## Six functionals, one crystal: how a small pressure sets volume and stiffness

Changing the density functional acts on crystalline iridium much as a pressure of a few gigapascals would. A functional that pushes the atoms together gives a smaller and stiffer crystal, and one that lets them apart gives a larger and softer one. The bulk modulus therefore tends to fall as the equilibrium volume rises, and here the two orders match exactly: PBEsol, BP86, revPBE, PBE, RPBE, BLYP. Volume is not the whole story, though. RPBE iridium is softer than PBE iridium mainly because its energy curve bends less sharply.

ABINIT 10.8.3: plane-wave DFT with D3 dispersion and JTH PAW PBE v2.0 datasets for fcc iridium, without spin polarisation or spin–orbit coupling. All rows use a 12 × 12 × 12 k-point mesh and Fermi–Dirac smearing of 0.05 eV. The volume, bulk modulus and its slope (pressure derivative) come from fits to energies at seven volumes, 13.22 to 14.90 Å³/atom.

| functional | wave cutoff | equilibrium volume (Å³/atom) | bulk modulus (GPa) | bulk modulus slope |
| --- | --- | --- | --- | --- |
| PBE | 462.594 eV | 14.094 | 380.9 | 4.990 |
| PBEsol | 435.382 eV | 13.771 | 418.4 | 5.640 |
| revPBE | 435.382 eV | 13.901 | 387.8 | 5.640 |
| RPBE | 462.594 eV | 14.142 | 356.4 | 5.160 |
| BLYP | 462.594 eV | 14.334 | 350.1 | 5.040 |
| BP86 | 462.594 eV | 13.809 | 399.9 | 5.020 |

The equilibrium volume V₀ is the volume per atom at the lowest energy, and the bulk modulus B₀ is the resistance to compression there. The bulk modulus slope B′ tells how fast that resistance grows with pressure. The comparisons below count from the PBE result.

### From an energy difference to a volume

Suppose first that two functionals differed by the same energy at every volume. Both curves would have their minimum at the same place, however large the offset. Now let the difference be a straight line in volume. Its slope is an energy per volume, which is a pressure, and the crystal responds as it would to a real one:

ΔV/V ≈ −p/B₀

Here p is the inward pressure that a functional adds relative to PBE, and B₀ is the PBE bulk modulus.

PBEsol shows the sizes involved. Near the middle of the volumes studied its energy lies 1.8 eV per atom below that of PBE, and this offset has no effect on the structure. What matters is that the difference changes by 0.0946 eV as the volume grows by 1.687 Å³ per atom. The slope is 0.0946/1.687 = 0.056 eV/Å³, or 9.0 GPa, and 9.0/381 gives a contraction of 2.4%. The computed contraction is 2.3%.

The same estimate places all five other functionals within 0.1 percentage point of their computed volume relative to PBE. No constant was adjusted, but the slopes come from the same energy curves as the volumes, so this agreement is no independent test. It shows that the average slope of the energy difference, a single pressure, sums up the effect on the volume. For BLYP the difference is almost exactly a straight line: its computed pressure lies 6.25 to 6.27 GPa above that of PBE at all seven volumes. For RPBE it changes little with volume and is clearly curved, yet its average slope still gives the volume.

### Where the pressures come from

The table does not split these pressures into parts, so their origin has to be argued from theory. Gradient-corrected exchange lowers the energy where the electron density varies strongly. Expanding a crystal makes its density more uneven, so a strong gradient correction favours the expanded state. PBEsol weakens this correction relative to PBE, and the crystal contracts.

Exchange alone cannot explain the order, as BP86 and BLYP make plain. They share the same exchange, yet the BLYP volume is larger by 0.525 Å³ per atom. The correlation part differs: that of BLYP does not reproduce the uniform electron gas, a serious defect in a metal with its spread-out electrons, and it binds metals too weakly. That of BP86 keeps this limit. The dispersion correction D3 also has its own parameters for each functional, so the whole gap cannot be credited to correlation. Without dispersion, BP86 is expected to give metals volumes close to those of PBE, so D3 is probably also why it lies well below PBE here.

Dispersion is likewise the probable reason for the odd place of revPBE. Its exchange favours uneven densities more than that of PBE, and without dispersion it is known to give larger volumes for metals. Here its volume is smaller than that of PBE by 0.193 Å³. The D3 parameters made for revPBE are expected to pull more strongly than those for PBE, which could reverse the order. D3 adds up attractions between atoms and neglects their screening by the conduction electrons, so it may well overstate the pull inside a metal.

RPBE offers a partial comparison, because its exchange closely resembles that of revPBE. Yet its volume lies slightly above that of PBE, while that of revPBE lies below. RPBE carries a D3 correction too, so its volume does not show the effect of exchange alone. But with such similar exchange, the gap between the two rows should come mainly from something else, most likely the D3 correction. It came from different programs in the two rows, and the outputs do not show its parameters or how it was damped at short range. The plane-wave cutoffs differ as well, so this is not proof. Runs without dispersion would settle the matter, and there are none here.

### From a volume to a stiffness

Compression stiffens a crystal because the repulsion between atoms rises steeply as they approach. With B′ as the measure of this stiffening, a small relative change of volume changes the modulus by −B′ times as much. Adding up such small steps from the PBE minimum gives

B(V) = B₀ (V₀/V)^B′

Since B′ is about 5 for PBE, a volume smaller by 1% means a modulus larger by about 5%. This is why volumes that differ by only 4% from end to end go with moduli from 350 to 418 GPa.

The formula, with PBE values throughout, reproduces the BLYP modulus closely and that of PBEsol to about 2%. For revPBE, RPBE and BP86 it comes out about 5% too high. These three crystals are softer than the PBE crystal would be at their volume. Their energy difference from PBE is therefore curved, and curvature changes the stiffness itself.

That remaining difference appears when all functionals are compared over the same range of volumes, using the energies at its two ends and its middle. The stiffness then spans only 22 GPa, against 68 GPa at the separate minima. The order changes too: BLYP, the softest at its own minimum, now shares first place with PBE. BLYP iridium is soft because it is expanded, not because its energy curve is flatter at a given volume. PBEsol, the stiffest at its own minimum, falls below PBE here, 375.7 against 389.8 GPa. Its energy difference is curved too, and its closer match above is helped by the large B′ of its fit.

RPBE is the row in which curvature matters most relative to volume. Its modulus is 24.5 GPa below that of PBE, although the two volumes nearly agree. The slight expansion accounts for only about 6 GPa of this. The rest belongs to the curvature of the energy, and the data do not tell whether the functional or its dispersion correction causes it. When the volume effect is multiplied by the ratio of the stiffnesses over the common range, all moduli come out within 1.5%, again from the same energies.

### Reading the table in practice

The bulk modulus slope should not be ranked by functional. It is 5.64 for both PBEsol and revPBE, the two rows with the lower cutoff, and between 4.99 and 5.16 for the others. A coarser plane-wave basis can distort the shape of an energy curve, so the cutoff is a plausible cause, though no functional was run at both settings. For the same reason the small excess of the revPBE bulk modulus over that of PBE is not secure. The energies of PBEsol, revPBE and RPBE also scatter four to eight times more about their fits than those of the other three rows. B′ is the fitted quantity expected to suffer most from such scatter. RPBE scatters as much as PBEsol although it has the higher cutoff, so the cutoff is not the only source. All rows also use PAW datasets made for PBE, and the PAW spheres overlap. ABINIT's warning of this is recorded for only four rows, but the datasets and the volumes are the same in all six. Neither the choice of datasets nor the overlap was tested for its effect.

When two functionals disagree about the stiffness of a metal, compare their volumes first. Multiplying the relative volume difference by B′ shows how much of the disagreement is mere compression or expansion; only the remainder reflects a different stiffness at equal volume. Which functional comes closest to real iridium is a separate question. It would need measured values, which the table lacks, and an estimate of spin–orbit coupling, which these calculations omit.
